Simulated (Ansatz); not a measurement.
## Formation energy and levels of the substitutional impurity Sc_Al in AlN (P6_3mc)

Wanted: the transition levels of a substitutional impurity in AlN (P6_3mc), from a cell of 72 host atoms with 1 Al taken out and 1 Sc put in.

Main program and level: Ansatz 0.2.0; place-levels on r2SCAN runs: charge-transition levels and formation energies with image-charge correction and potential alignment at the atomic sites; PAW set soft_1.

## Step 1: Starting point

The cell holds 72 atoms: 35 Al, 36 N and 1 Sc. Its edges and angles: a = 9.320 Å, b = 9.320 Å, c = 9.956 Å, α = 90.0°, β = 90.0°, γ = 120.0°. It derives from AlN (space group P6_3mc). Nearest the centre at fractional (0.444, 0.556, 0.500): Sc34 at 0.00 Å, N11 at 1.89 Å, N43 at 1.89 Å, N35 at 1.89 Å, N40 at 1.90 Å, Al9 at 3.07 Å, Al13 at 3.07 Å, Al41 at 3.07 Å.

As a file:

```xyz
72
Lattice="9.3196 0.0000 0.0000 -4.6598 8.0710 0.0000 0.0000 0.0000 9.9565" Properties=species:S:1:pos:R:3 pbc="T T T"
Al    1.5533    0.8968    2.4852
Al    0.0000    1.7936    4.9743
N     1.5533    0.8968    4.3848
N     0.0000    1.7936    1.8957
Al    1.5533    0.8968    7.4634
Al    0.0000    1.7936    9.9525
N     1.5533    0.8968    9.3631
N     0.0000    1.7936    6.8739
Al    0.0000    3.5871    2.4852
Al   -1.5533    4.4839    4.9743
N     0.0000    3.5871    4.3848
N    -1.5533    4.4839    1.8957
Al    0.0000    3.5871    7.4634
Al   -1.5533    4.4839    9.9525
N     0.0000    3.5871    9.3631
N    -1.5533    4.4839    6.8739
Al   -1.5533    6.2774    2.4852
Al   -3.1065    7.1742    4.9743
N    -1.5533    6.2774    4.3848
N    -3.1065    7.1742    1.8957
Al   -1.5533    6.2774    7.4634
Al   -3.1065    7.1742    9.9525
N    -1.5533    6.2774    9.3631
N    -3.1065    7.1742    6.8739
Al    4.6598    0.8968    2.4852
Al    3.1065    1.7936    4.9743
N     4.6598    0.8968    4.3848
N     3.1065    1.7936    1.8957
Al    4.6598    0.8968    7.4634
Al    3.1065    1.7936    9.9525
N     4.6598    0.8968    9.3631
N     3.1065    1.7936    6.8739
Al    3.1065    3.5871    2.4852
Sc    1.5533    4.4839    4.9743
N     3.1065    3.5871    4.3848
N     1.5533    4.4839    1.8957
Al    3.1065    3.5871    7.4634
Al    1.5533    4.4839    9.9525
N     3.1065    3.5871    9.3631
N     1.5533    4.4839    6.8739
Al    1.5533    6.2774    2.4852
Al    0.0000    7.1742    4.9743
N     1.5533    6.2774    4.3848
N     0.0000    7.1742    1.8957
Al    1.5533    6.2774    7.4634
Al    0.0000    7.1742    9.9525
N     1.5533    6.2774    9.3631
N     0.0000    7.1742    6.8739
Al    7.7663    0.8968    2.4852
Al    6.2130    1.7936    4.9743
N     7.7663    0.8968    4.3848
N     6.2130    1.7936    1.8957
Al    7.7663    0.8968    7.4634
Al    6.2130    1.7936    9.9525
N     7.7663    0.8968    9.3631
N     6.2130    1.7936    6.8739
Al    6.2130    3.5871    2.4852
Al    4.6598    4.4839    4.9743
N     6.2130    3.5871    4.3848
N     4.6598    4.4839    1.8957
Al    6.2130    3.5871    7.4634
Al    4.6598    4.4839    9.9525
N     6.2130    3.5871    9.3631
N     4.6598    4.4839    6.8739
Al    4.6598    6.2774    2.4852
Al    3.1065    7.1742    4.9743
N     4.6598    6.2774    4.3848
N     3.1065    7.1742    1.8957
Al    4.6598    6.2774    7.4634
Al    3.1065    7.1742    9.9525
N     4.6598    6.2774    9.3631
N     3.1065    7.1742    6.8739
```

Screening for the image-charge correction: ε∞ = (4.49, 4.49, 4.72), ε0 = (8.15, 8.15, 9.65), computed on the host (DFPT, PBEsol, on the r2SCAN cell), and a cell off the functional's own equilibrium shifts the ionic part.

The cell's shortest repeat is 9.3 Å.

## Step 2: The runs of each charge state

Levels follow from differences of total energies between charge states, each relaxed by itself.

Each atom starts 0.05 Å or so off its site in a random direction: a symmetric start keeps its symmetry, and would miss off-centre moves and Jahn–Teller distortions. Forces are taken at one point at (¼, ¼, ¼). The cell holds 1 electron more than the neutral one, with a uniform background that keeps it neutral on the whole. The electron count is odd, so at least one spin is unpaired; this run locks the moment at 1 μB.

The sampling was tested on the host first: at the k-points planned (1x1x1 shifted 0.25 0.25 0.25) its energy lies -0.014 eV an atom from the dense-mesh value, under the bound of 0.02 eV set for this test; that bounds the host's error, not the defect's.

One of the inputs; charge, spin and start change from state to state.

Contents of qm1_M1.relax/input.yaml:

```yaml
crystal:
  lattice:
    - [3.10652185, 3.0e-08, 0.0]
    - [-1.55326095, 2.69032682, 0.0]
    - [0.0, 0.0, 4.97823886]
  atoms:
    - { symbol: Al, position: [0.66666667, 0.33333333, 0.49920333] }
    - { symbol: Al, position: [0.33333333, 0.66666667, 0.99920333] }
    - { symbol: "N", position: [0.66666667, 0.33333333, 0.88079667] }
    - { symbol: "N", position: [0.33333333, 0.66666667, 0.38079667] }
  supercell: [3, 3, 2]
  defects: [{ substitution: { at: 33, symbol: Sc } }]
total_charge: -1
basis:
  ecutwfc: 500
  xc_grid: 2
hamiltonian:
  xc: r2scan
  pseudopotentials: { kind: paw, azcp: { folder: soft_1 } }
kpoints:
  mp_grid: { grid: [1, 1, 1], shift: [0.25, 0.25, 0.25] }
magnetization:
  spin_polarized: true
  initial_magnetization: 1
  spin_locking: { lock_magnetization: hard }
scf:
  occupations: { method: fixed }
  max_iter: 60
output:
  forces: true
  charged_corrections: { epsilon: [4.49, 4.49, 4.72], static_epsilon: [8.15, 8.15, 9.65] }
relax:
  f_tol: 0.02
  max_steps: 80
  random_displacement: { amplitude: 0.05, seed: 215 }
checkpoint:
  write: "../qm1_M1.relax.run"
  compress: false
  write_wavefunctions: true
  write_every: 100000
```

Started as:

```bash
$ ansatz run input.yaml --threads 4 --pin off --max-ram 7536MiB --backend cpu --events-out ev --progress --plain --runs-dir out
```

The relaxed structure is kept and the sampling changed to a 2×2×2 shifted mesh.

The run of this state that the levels use, under r2SCAN:

Contents of qm1_M1.point/input.yaml:

```yaml
crystal:
  checkpoint: "../qm1_M1.relax.run"
  host: checkpoint
total_charge: -1
basis:
  ecutwfc: 500
  xc_grid: 2
hamiltonian:
  xc: r2scan
  pseudopotentials: { kind: paw, azcp: { folder: soft_1 } }
kpoints:
  mp_grid: { grid: [2, 2, 2], shift: [0.5, 0.5, 0.5] }
magnetization:
  spin_polarized: true
  initial_magnetization: 1
  spin_locking: { lock_magnetization: hard }
scf:
  occupations: { method: fermi_dirac, width: 0.01 }
  max_iter: 60
output:
  forces: true
  eigenvalues: true
  charged_corrections:
    epsilon: [4.49, 4.49, 4.72]
    static_epsilon: [8.15, 8.15, 9.65]
    defect_position: [0.444444, 0.555556, 0.499602]
  eigenstates: { localisation: true }
  populations: true
  efg: {}
  band_densities: [{ bands: [v1, v1] }, { bands: [c1, c1] }]
  write_density: true
  write_potential: true
  volumetric_format: npy
checkpoint:
  read: "../qm1_M1.relax.run"
  write: "../qm1_M1.point.run"
  compress: false
  write_wavefunctions: false
  write_every: 100000
```

Relaxations under r2SCAN at one point at (¼, ¼, ¼); times on 4 threads of Intel Xeon Platinum 8259CL at 2.50GHz (Skylake/Cascade Lake), shared host:

```csv
charge,moment (μB),occupations,outcome,steps,largest displacement against the far atoms (Å),time
−1,1,fixed,converged,8,0.23,5.6 min
0,0,fixed,converged,6,0.16,93 s
+1,1,fixed,converged,6,0.16,4.5 min
```

Single points under r2SCAN at a 2×2×2 shifted mesh; times on 4 threads of Intel Xeon Platinum 8259CL at 2.50GHz (Skylake/Cascade Lake), shared host:

```csv
charge,moment (μB),occupations,outcome,time
−1,1,fermi-dirac,converged,4.1 min
0,0,fermi-dirac,converged,89 s
+1,1,fermi-dirac,converged,4.3 min
```

Distances (Å) from Sc34 to the nearest atoms after relaxation with r2SCAN:

```csv
charge,moment (μB),1.,2.,3.,4.,5.,6.
−1,1,N 2.04,N 2.05,N 2.12,N 2.14,Al 2.94,Al 2.94
0,0,N 2.02,N 2.03,N 2.03,N 2.07,N 2.99,Al 3.07
+1,1,N 2.02,N 2.03,N 2.04,N 2.08,N 2.99,Al 3.08
```

## Step 3: Levels against the band edges, r2SCAN

A charged cell interacts with its images and the background, and its potential has another zero than the host's. place-levels removes the first by a point-charge model, screened by the static dielectric constant since the ions have relaxed around the charge, and the second by comparing potentials at atoms far from the defect.

The host is a run of the defect-free crystal in the same cutoffs, grids and k-points, so that basis and sampling errors cancel in part in the differences. The host is run in a cell of 8 atoms on a matching mesh. Its band edges are searched through the zone by a band path, so the gap is smaller than, or equal to, that on the mesh. Chemical potentials are energies per atom of Al (fcc) and Sc (hcp), run with the same functional and cutoff.

Contents of levels.point.yaml:

```yaml
host:
  run: host.point.run
states: [qm1_M1.point.run, q0.point.run, qp1_M1.point.run]
geometry_from:
  qm1_M1.point.run: qm1_M1.relax.run
  q0.point.run: q0.relax.run
  qp1_M1.point.run: qp1_M1.relax.run
  host.point.run: host.relax.run
chemical_potentials:
  Al:
    energy: -540.418346
    dataset: <sha256 of the dataset>
  Sc:
    energy: -2140.560492
    dataset: <sha256 of the dataset>
epsilon: [4.49, 4.49, 4.72]
static_epsilon: [8.15, 8.15, 9.65]
vertical:
  - { from: qm1_M1.point.run, to: qm1_M1.point_neutral.run }
  - { from: qp1_M1.point.run, to: qp1_M1.point_neutral.run }
```

Started as:

```bash
$ ansatz place-levels levels.point.yaml -- --threads 4 --pin off --max-ram 7536MiB
```

Numbers of over 12 decimals in the logs are rounded to 6 here.

Output:

```text
[... repeated set-up lines and file paths are left out, and long positions are rounded to six places ...]
(+1/0) 0.009 eV beneath the valence edge (-0.372 eV without the band-filling correction), in the valence band
(0/-1) 5.107 eV above the valence edge, in the conduction band
formation energy of charge +1: +0.201 eV with the Fermi level at the valence edge
formation energy of charge 0: +0.192 eV with the Fermi level at the valence edge
formation energy of charge -1: +5.299 eV with the Fermi level at the valence edge
vertical -1 to 0: no energy, since no alignment is typed
  the change from vertical[0].from (qm1_M1.point.run) to vertical[0].to (qm1_M1.point_neutral.run): by its potential at epsilon [4.49, 4.49, 4.72] it stands at 0.631 0.638 0.520, with an rms radius of about 1.6 Å (1.2 0.9 0.6 Å across the planes of the cell's [...]
vertical +1 to 0: no energy, since no alignment is typed
  the change from vertical[1].from (qp1_M1.point.run) to vertical[1].to (qp1_M1.point_neutral.run): by its potential at epsilon [4.49, 4.49, 4.72] it stands at 0.498 0.549 0.416, with an rms radius of about 5.6 Å (2.8 3.0 3.8 Å across the planes of the cell's [...]
  edges by r2scan, gap 4.878 eV; the host is sampled to repeats of 18.64 Å
  the defect's cells are sampled to repeats of 18.64 Å, like sampling
  charge +1: -35032.0083 eV with its correction of +0.317 eV, at epsilon [8.15, 8.15, 9.65], aligned at sites: +0.0544 eV, mean over 33 atomic sites at or beyond 4.66 Å from the host's site at [0.4444, 0.5556, 0.4997] by the defect at [0.4444, 0.5556, [...]
  states[2] (qp1_M1.point.run): levels filled in part (TS 0.003 eV): its energy is of no whole electron's
  charge 0: +0.000 eV for its dipole among its images, +0.000 omitted
  charge -1: -35013.4370 eV with its correction of +0.063 eV, at epsilon [8.15, 8.15, 9.65], aligned at sites: +0.2002 eV, mean over 33 atomic sites at or beyond 4.66 Å from the host's site at [0.4444, 0.5556, 0.4997] by the defect at [0.4444, 0.5556, [...]
  of states[2] (qp1_M1.point.run): it parts from the run at its places by a charge that spreads by about 3.8 Å along one vector (1.7 Å or more is wide), by its potential at epsilon [4.49, 4.49, 4.72], taken for that of held ions (one typed too small widens [...]
  of states[0] (qm1_M1.point.run): its displacements don't fall off away from the defect: farther atoms stand 0.017 Å off the host's places. [...]
  of vertical[0].from (qm1_M1.point.run): its displacements don't fall off away from the defect: farther atoms stand 0.017 Å off the host's places. [...]
  of vertical[0].to (qm1_M1.point_neutral.run): its displacements don't fall off away from the defect: farther atoms stand 0.017 Å off the host's places. [...]
  vertical[1].from (qp1_M1.point.run): levels filled in part (TS 0.003 eV): its energy is of no whole electron's
  of vertical[1].from (qp1_M1.point.run): its displacements don't fall off away from the defect: farther atoms stand 0.011 Å off the host's places. [...]
  of vertical[1].to (qp1_M1.point_neutral.run): its displacements don't fall off away from the defect: farther atoms stand 0.011 Å off the host's places. [...]
```

The job ended after 0.58 s (4 threads of Intel Xeon Platinum 8259CL at 2.50GHz (Skylake/Cascade Lake), shared host).

Levels between the charges placed, in eV above the valence top:

```csv
,gap (eV),(+1/0),(0/−1)
r2SCAN,4.88,-0.01,5.11
```

Corrections by state:

```csv
charge,moment (μB),image terms and alignment (eV),band filling (eV),ε used,"over the lowest of its charge, as the program ranks them, band filling apart (eV)"
+1,1.0,0.317,-0.363,"principal values (8.15, 8.15, 9.65)",0.000
0,0.0,0.000,-,-,0.000
−1,1.0,0.063,-,"principal values (8.15, 8.15, 9.65)",0.000
```

The charged structures listed were also run neutral, and place-levels reads from each pair, by the potential or the spins, how wide the charge is by which they differ; that can be the carrier of either run.

```csv
charge,rms radius (Å),spread where it is widest against the cell (Å),wide from (Å),reading
+1,5.6,3.82,1.72,wide
−1,1.6,1.19,1.40,narrow
```

The neutral runs of these pairs need not share the spin of the lowest neutral state, and very wide values only mean spread over the cell.

From the program's caveats on the states, each cut to its opening words:

- charge +1 (1 μB): it parts from the run at its places by a charge that spreads by about 3.8 Å along one vector (1.7 Å or more is wide), by its potential at epsilon [4.49, 4.49, [...]
- charge +1 (1 μB): a band-filling correction moves a carrier to the host's band edge, which changes its energy by -0.363 eV
- charge +1 (1 μB): its displacements don't fall off away from the defect: farther atoms stand 0.011 Å off the host's places
- charge +1 (1 μB), −1 (1 μB): flagged: stability check not made
- charge −1 (1 μB): its displacements don't fall off away from the defect: farther atoms stand 0.017 Å off the host's places

The host's formation energy from the elements is -1.627 eV per atom; it sets how far the chemical potentials can move.

Formation energies (eV), Al-rich (Δμ(Al) = 0.00 eV, Δμ(N) = -3.25 eV, Δμ(Sc) = 0.00 eV):

```csv
charge,Fermi level at the valence top,at the conduction bottom
+1,0.20,5.08
0,0.19,0.19
−1,5.30,0.42
```

Formation energies (eV), N-rich (Δμ(N) = 0.00 eV, Δμ(Al) = -3.25 eV, Δμ(Sc) = 0.00 eV):

```csv
charge,Fermi level at the valence top,at the conduction bottom
+1,-3.05,1.83
0,-3.06,-3.06
−1,2.05,-2.83
```

## Step 4: Effect of the sampling

The relaxations' own energies give the levels at their sampling, for comparison.

Contents of levels.relax_mesh.yaml:

```yaml
host:
  run: host.relax.run
states: [qm1_M1.relax.run, q0.relax.run, qp1_M1.relax.run]
chemical_potentials:
  Al:
    energy: -540.418346
    dataset: <sha256 of the dataset>
  Sc:
    energy: -2140.560492
    dataset: <sha256 of the dataset>
```

Started as:

```bash
$ ansatz place-levels levels.relax_mesh.yaml -- --threads 4 --pin off --max-ram 7536MiB
```

Output:

```text
[...]
(0/-1) 5.105 eV above the valence edge, in the conduction band
formation energy of charge +1: +0.298 eV with the Fermi level at the valence edge
formation energy of charge 0: +0.281 eV with the Fermi level at the valence edge
formation energy of charge -1: +5.386 eV with the Fermi level at the valence edge
  edges by r2scan, gap 4.886 eV; the host is sampled to repeats of 13.64 Å
[... the lines on each state left out ...]
```

Wall time 0.19 s (4 threads).

Levels between neighbouring charges, in eV above the valence top:

```csv
,gap (eV),(+1/0),(0/−1)
"one point at (¼, ¼, ¼)",4.89,-0.02,5.10
a 2×2×2 shifted mesh,4.88,-0.01,5.11
```

Going from one point at (¼, ¼, ¼) to a 2×2×2 shifted mesh moves the levels that carry no band-filling term by up to 0.00 eV and formation energies against the elements by up to 0.10 eV; band-filling terms, which differ between samplings, are in these energies.

## Step 5: Outcome

```yaml
gap_of_the_host: 4.88 eV (r2SCAN)
level_plus_1_over_0: 0.01 eV below the valence top (-0.37 eV above the valence top without the band-filling term)
level_0_minus_1: 5.11 eV above the valence top, past the conduction bottom
lowest_of_the_charges_placed_just_above_the_valence_top_0p02_ev: 0
lowest_of_the_charges_placed_just_below_the_conduction_bottom_0p02_ev: 0
lowest_formation_energy_at_mid_gap_of_the_charges_run_al_rich: 0.19 eV
lowest_formation_energy_at_mid_gap_of_the_charges_run_n_rich: -3.06 eV
```

**Reading.** Of the charges placed (−1, 0 and +1), 0 is the lowest from 0.02 eV above the valence top to 0.02 eV below the conduction bottom, a gap of 4.88 eV. States placed: +1 at 1 μB; 0 at 0 μB; −1 at 1 μB. Other spin states or structures, where not listed, weren't placed. The program finds carriers beyond a band edge of the host and adds a band-filling term at charge +1 (-0.36 eV); steps to such a charge show no bound level, and a defect level inside a band would be read the same way. Sc is taken at its element; compounds, which aren't counted here, bound the chemical potentials and would shift these formation energies. The lowest formation energy (N-rich) is negative across the gap, so the defect would form by itself: these chemical potentials lie beyond what competing compounds allow, or the host is unstable against it. Going from one point at (¼, ¼, ¼) to a 2×2×2 shifted mesh moves the levels that carry no band-filling term by up to 0.00 eV and formation energies against the elements by up to 0.10 eV; band-filling terms, which differ between samplings, are in these energies. Limits: r2SCAN makes the gap too small and tends to spread out bound carriers; where a gas molecule sets a chemical potential or the host's formation energy, its binding is uncorrected; force components of up to 0.11 eV/Å remain in a run at the final settings.

[Logs are printed without paths, hosts, clocks, repeated set-up lines and the standing remarks that a program may print on its own settings, such as how far it seeks lower states.]

[Hosts, paths, dates, database ids (printed as entryN), source tags and the programs' standing remarks are cut or masked in the printed files.]

[Where a table of states has a column of steps, it counts the stored structures, which are thinned; the runs took as many ionic steps or more.]

[A defect's name tells the site on which it was built; relaxed atoms can leave that site.]

[For some hosts the program warned that the k-mesh of the response run may be too coarse for force constants and the static dielectric constant; such warnings are not shown here.]
